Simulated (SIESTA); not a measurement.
InP:

```
CELL_PARAMETERS angstrom
0.00000 2.93050 2.93050
2.93050 0.00000 2.93050
2.93050 2.93050 0.00000
ATOMIC_POSITIONS crystal
In 0.00000 0.00000 0.00000
P 0.75000 0.75000 0.75000
```

Base run:

| Property | Result |
| --- | --- |
| Program | SIESTA 5.4.2 |
| Functional | PBE |
| Potentials or basis | PseudoDojo 0.4 standard (PBE files) |
| Basis | DZP (energy shift 0.003 Ry; two zetas on semicore shells) |
| Grid cutoff | 500 Ry |
| Energy shift | 0.003 Ry |
| k mesh | 8 × 8 × 8 |
| Occupations | fermi-dirac, width 0.05 eV |
| Spin | no spin polarisation |

Its results: band gap on the k mesh 0.86 eV, direct; pressure 3.6 GPa.

**Question.** The run is repeated on the same cell with these changes: functional from PBE to vdW-DF-cx. What comes out?

**Answer.** Band gap on the k mesh 0.76 eV, direct; pressure 1.9 GPa.

Caveats: spin-orbit coupling is left out, which moves the levels of the heavy elements; the basis of atomic orbitals isn't converged, which shifts pressures, moduli and gaps; the basis holds too few empty states to meet the f-sum rule, so the spectrum is short of weight at high energy (some runs); the potentials were made for another functional, which shifts forces and pressure (some runs).

Not every run made on this cell is shown here.
